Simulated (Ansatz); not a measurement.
SiO₂: Electric field gradients

The cell is a Materials Project structure (computed, not necessarily an observed phase), atoms as given.

Space group Pbcn (No. 60); a = 8.6878, b = 10.4382, c = 4.8414 Å.

| site | Wyckoff | site symmetry | x | y | z |
| --- | --- | --- | --- | --- | --- |
| Si1 | 8d | 1 | 0.2867 | 0.9159 | 0.0606 |
| Si4 | 4c | .2. | 0.0000 | 0.7831 | 0.2500 |
| O13 | 8d | 1 | 0.8912 | 0.8701 | 0.4476 |
| O15 | 8d | 1 | 0.3946 | 0.8011 | 0.9556 |
| O17 | 8d | 1 | 0.1792 | 0.4575 | 0.3768 |

One atom of each set is listed.

The numbers come from a DFT calculation in Ansatz (PBE, plane waves and PAW, scalar-relativistic, 420 eV cutoff, Γ-centred 3×3×5 k-points, Fermi–Dirac smearing 0.02 eV).

C_Q = eQV_zz/h, which is 24.18 MHz for Q = 1 b and V_zz = 10²¹ V/m²; η = (V_xx − V_yy)/V_zz.

¹⁷O: I = 5/2, Q = -25.58 mb. Q values from Pyykkö, Mol. Phys. 116, 1328 (2018).

**Question.** What field gradients does the calculation give at each kind of site?

**Answer.** 

| site | atoms | first shell | V_zz (10²¹ V/m²) | η | C_Q (MHz) |
| --- | --- | --- | --- | --- | --- |
| Si1 | 8 | 4 O at 1.60–1.62 Å | 1.92 | 0.47 | – |
| Si4 | 4 | 4 O at 1.61–1.62 Å | -0.94 | 0.01 | – |
| O13 | 8 | 2 Si at 1.62 Å, angle 135° | 9.17 | 0.30 | -5.67 |
| O15 | 8 | 2 Si at 1.60–1.61 Å, angle 159° | 10.16 | 0.08 | -6.28 |
| O17 | 8 | 2 Si at 1.62 Å, angle 135° | 8.66 | 0.39 | -5.35 |

At O13 and O17 V_zz runs parallel to the line that joins its two neighbours (within 5°) in each case. At O15 V_zz points along the line of its two bonds (within 3°).

Si has no stable isotope with a ground-state quadrupole moment in the table, so no C_Q is given.

At this cell the PBE pressure is 6 GPa, so with PBE the cell would grow if it were relaxed. The entry's cell may itself be off. The largest force is 0.3 eV/Å, so the atoms aren't at the calculated equilibrium and relaxing them would move these values.

The run took 83 s of wall time (83 s of CPU time) and 0.96 GiB at its peak, on 1 thread of Arm Neoverse V2 (aarch64; 8 cores open to the job, memory cap 2.5 GiB, no GPU), a shared host with a load of 0.5 a core.
